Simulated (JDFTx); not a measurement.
# Y under changes of volume

One of the cells (33.012 Å³/atom); the others are scaled copies at fixed shape and fractional positions:

```
Y
1.0
     3.64740    0.00000    0.00000
    -1.82370    3.15874    0.00000
     0.00000    0.00000    5.73060
Y
2
Direct
  0.66667 0.33333 0.75000
  0.33333 0.66667 0.25000
```

```yaml
Program: JDFTx 1.7.0 (patched build)
Functional: PBE
Potentials_or_basis: PseudoDojo-SR-PBE-0.5-standard with smoothed tails
Cutoff: 980 eV
Density_cutoff: 7837 eV
k_mesh: 8 × 8 × 5
Occupations: fermi-dirac, width 0.05 eV
Spin: no spin polarisation
```

```csv
volume (Å³/atom),energy over the lowest point (meV/atom),pressure (GPa)
31.031,14.50,2.6
31.691,?,?
32.351,1.18,0.7
33.012,0.00,-0.1
33.672,2.14,-0.9
34.332,7.33,-1.6
34.992,15.34,-2.3
```

Task: What does the run at 31.691 Å³/atom give?

Result: Energy over the lowest point 5.93 meV/atom; pressure 1.6 GPa.

Worked out: A Birch-Murnaghan fit of order 3 (a polynomial in V^(-2/3)) to the other rows has its minimum at 32.91 Å³/atom with B0 = V·E''(V) = 40 GPa and B' = 2.9 at fixed shape and positions, which overstates the stiffness. It gives 5.91 meV/atom at 31.691 Å³/atom, against the run's 5.93, and -dE/dV = 1.6 GPa, against 1.6.

Energies are extrapolated to zero smearing.
